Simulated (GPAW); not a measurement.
Equation of state of CuO under LDA

```yaml
crystal:
  lattice:
    - [2.55255, 0.00000, 0.00000]
    - [0.00000, 2.55255, 0.00000]
    - [0.00000, 0.00000, 2.55255]
  atoms:
    - { symbol: Cu, position: [0.00000, 0.00000, 0.00000] }
    - { symbol: O, position: [0.50000, 0.50000, 0.50000] }
```

Measurements of this composition are mostly on another form, of space group No. 15.

The cell was scaled at fixed shape and fractions and run with GPAW, PAW data sets generated for this functional, cutoff 800 eV; LDA, k mesh 10 × 10 × 10 on the cell of 2 atoms, fermi-dirac occupations of 0.05 eV, no spin polarisation, no spin-orbit coupling. Energies are those that the program minimises, any entropy of the smearing included. For a metal such a mesh isn't converged to the digits shown.

```csv
V (Å³/atom),energy over the lowest row (meV/atom)
7.8167,37.27
7.9830,19.09
8.1493,7.24
8.3156,?
8.4819,0.00
8.6482,3.40
8.8145,10.85
```

Question: Fit the third-order Birch-Murnaghan form, give V0, B0 and B′, and predict the energy left open.

Answer: With y = (V0/V)^(2/3), E = E0 + (9 V0 B0/16) [(y - 1)³ B′ + (y - 1)² (6 - 4y)]. Least squares through the rows shown give V0 = 8.4368 Å³/atom, E0 = -0.18 meV, B0 = 227.3 GPa (1 eV/Å³ = 160.218 GPa) and B′ = 4.78, with a largest miss of 0.01 meV. At V = 8.3156 the form with these constants gives 1.09 meV; the run gave 1.12 meV an atom.
